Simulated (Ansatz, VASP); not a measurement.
**Two plane-wave programs on Ca**

The input INCAR:

```
PREC = Accurate ; ENCUT = 520
EDIFF = 1E-6 ; ISMEAR = 0
SIGMA = 0.15 ; LREAL = False
LASPH = True ; NELM = 60
ALGO = Fast ; ISIF = 2
LWAVE = False ; LCHARG = False
GGA = PE ; NBANDS = 11
```

The input KPOINTS:

```
Automatic mesh
0
Gamma
  16 16 16
```

POSCAR

```
Ca
1.0
   -2.2038646488      2.2038646488      2.3140578813
    2.2038646488     -2.2038646488      2.3140578813
    2.2038646488      2.2038646488     -2.3140578813
Ca
1
Direct
    0.0000000000      0.0000000000      0.0000000000
```

Input for Ansatz:

```yaml
crystal:
  lattice:
    - [-2.2038646488, 2.2038646488, 2.3140578813]
    - [2.2038646488, -2.2038646488, 2.3140578813]
    - [2.2038646488, 2.2038646488, -2.3140578813]
  atoms:
    - { symbol: Ca, position: [0.0, 0.0, 0.0] }
basis:
  ecutwfc: 420
kpoints:
  mp_grid: { grid: [16, 16, 16] }
hamiltonian:
  xc: pbe
scf:
  occupations: { method: gaussian, width: 0.15 }
output:
  forces: true
  stress: true
  eigenvalues: true
```

Alike in both runs: task single point; functional PBE; k mesh 16 × 16 × 16; occupations gaussian, width 0.15 eV; no spin polarisation.

```csv
,VASP,Ansatz
version,VASP 6.6.1,Ansatz 0.2.0
potentials or method,"VASP PAW PBE potentials, release 64 (Ca_sv)","scalar-relativistic, plane waves, PAW"
plane-wave cutoff (eV),520,420
valence electrons in the cell,10,10
```

|  | VASP | Ansatz | Ansatz less VASP |
| --- | --- | --- | --- |
| gap on the k mesh at the Fermi level (eV) | none | none | - |
| pressure (GPa) | -1.0 | -1.0 | 0.00 |
| largest component of the traceless stress (GPa) | 0.07 | 0.07 | 0.000 |

A gap of «none» marks a metal or a gap that the smearing closes.
